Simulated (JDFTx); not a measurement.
## Al: equation of state with LDA

**What was measured.**

From “The interpretation of polycrystalline coherent inelastic neutron scattering from aluminium”, 2013, pmc:3831299, for a bulk crystal of Al: bulk modulus 76.9 GPa.

Crystal: Al.

```
CELL_PARAMETERS angstrom
0.00000 2.02481 2.02481
2.02481 0.00000 2.02481
2.02481 2.02481 0.00000
ATOMIC_POSITIONS crystal
Al 0.00000 0.00000 0.00000
```

```yaml
Program: JDFTx 1.7.0 (patched build)
Task: equation of state
Functional: LDA
Potentials_or_basis: PseudoDojo-SR-LDA-0.4.1-standard
Cutoff: 599 eV
Density_cutoff: 2395 eV
k_mesh: 11 × 11 × 11
Occupations: fermi-dirac, width 0.05 eV
Spin: no spin polarisation
Bands: 6
Density_cutoff_over_wavefunction_cutoff: 4
Max_SCF_steps: 100
SCF_threshold_on_the_energy: 1e-09 Ha
Solver_of_the_electrons: scf
```

| Property | Result |
| --- | --- |
| Equilibrium volume | 15.78 Å³/atom |
| Bulk modulus | 85 GPa |
| Pressure derivative of the bulk modulus | 4.6 |

Energy against volume, from the lowest point:
```tsv
volume (Å³/atom)	energy (meV/atom)
15.607	0.04
15.939	0.00
16.271	3.46
16.603	10.03
16.935	19.39
17.267	31.22
17.599	45.23
```

Measured bulk modulus of Al: 76.9 GPa (quoted in “The interpretation of polycrystalline coherent inelastic neutron scattering from aluminium”, 2013, pmc:3831299). This calculation gives 85 GPa (+10.7 %). The fit is for a static lattice scaled at fixed shape and fixed fractional positions. The cell as given is a measured one (16.60 Å³/atom); LDA puts the equilibrium volume -5.0 % from it, thermal expansion not counted.
